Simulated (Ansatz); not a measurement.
MgF2 (rutile), relaxed and computed with several functionals in Ansatz (plane waves, PAW).

```csv
functional,a (Å),c (Å),V (Å³/atom),gap (eV),B₀ by P(V) fit (GPa)
PBE,4.698,3.093,11.38,6.84,90.3
LDA,4.556,3.012,10.42,7.09,112
PBEsol,4.638,3.062,10.98,6.89,97.2
HSE06,4.640,3.055,10.96,9.40,99.6
```

All cells were relaxed under the symmetry of their starts (and spin orders); stability against distortions was not tested throughout.

Potentials: the later of the program's two PAW sets.

Ansatz (a quantum-chemistry and plane-wave program) is a plane-wave DFT program.
